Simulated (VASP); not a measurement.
## A VASP 6.6.1 single-point calculation on Ge

INCAR

```
ENCUT = 520
ISIF = 2
EDIFF = 1E-7
GGA = PE
NELM = 51
IBRION = -1
LREAL = .FALSE.
ISMEAR = -1
NBANDS = 21
PREC = Accurate
NSW = 0
SIGMA = 0.02
LWAVE = .FALSE.
LCHARG = .FALSE.
LASPH = .TRUE.
```

KPOINTS

```
KPOINTS created by Atomic Simulation Environment
0
Monkhorst-Pack
8 8 8
0 0 0
```

POSCAR

```
Ge
 1.0000000000000000
     0.0000000000000000    2.8652422471999999    2.8652422471999999
     2.8652422471999999    0.0000000000000000    2.8652422471999999
     2.8652422471999999    2.8652422471999999    0.0000000000000000
 Ge
   2
Cartesian
  0.0000000000000000  0.0000000000000000  0.0000000000000000
  1.4326211235999999  1.4326211235999999  1.4326211235999999
```

The recommended PBE PAW datasets give the neutral cell 28 valence electrons.

Command

```
mpirun -np 1 vasp_std
```

Q: How does this run end, and what does it give?

A: It converged. Results: gap between bands v and c on the k mesh 0.20 eV; least direct gap on the k mesh 0.73 eV; pressure 0.9 GPa. Band v is the last that the valence electrons fill when counted band by band, and c is the next.

OSZICAR

```
N       E                     dE             d eps       ncg     rms          rms(c)
DAV:   1     0.191613683345E+03    0.19161E+03   -0.14506E+04  2840   0.359E+03
DAV:   2     0.190922804828E+02   -0.17252E+03   -0.16679E+03  2530   0.628E+02
DAV:   3    -0.816093117226E+01   -0.27253E+02   -0.27084E+02  2925   0.144E+02
DAV:   4    -0.909479949195E+01   -0.93387E+00   -0.93329E+00  2820   0.309E+01
DAV:   5    -0.911046416689E+01   -0.15665E-01   -0.15664E-01  2835   0.443E+00    0.303E+00
DAV:   6    -0.905991550219E+01    0.50549E-01   -0.19967E-02  3039   0.146E+00    0.180E+00
DAV:   7    -0.903300701054E+01    0.26908E-01   -0.43293E-02  2749   0.194E+00    0.145E-01
DAV:   8    -0.903466529294E+01   -0.16583E-02   -0.58075E-03  2825   0.975E-01    0.408E-02
DAV:   9    -0.903481226425E+01   -0.14697E-03   -0.23053E-04  2926   0.219E-01    0.156E-02
DAV:  10    -0.903484022857E+01   -0.27964E-04   -0.49601E-05  3217   0.708E-02    0.577E-03
DAV:  11    -0.903484232024E+01   -0.20917E-05   -0.71702E-06  3234   0.449E-02    0.167E-03
DAV:  12    -0.903484228522E+01    0.35025E-07   -0.42202E-07  2999   0.127E-02
   1 F= -.90348423E+01 E0= -.90348325E+01  d E =-.194853E-04
```

Standard output (part)

```
POSCAR found type information on POSCAR Ge
 POSCAR found :  1 types and       2 ions
 LDA part: xc-table for (Slater+PW92), standard interpolation
 POSCAR, INCAR and KPOINTS ok, starting setup
 WAVECAR not read
 entering main loop
```

The shifted mesh misses Γ, so a band edge there is missed.

For comparison, a separate PBE run of the intended cell, on usual settings and not on those above, gives a gap of 0.00 eV on its mesh and a pressure of 0.9 GPa.
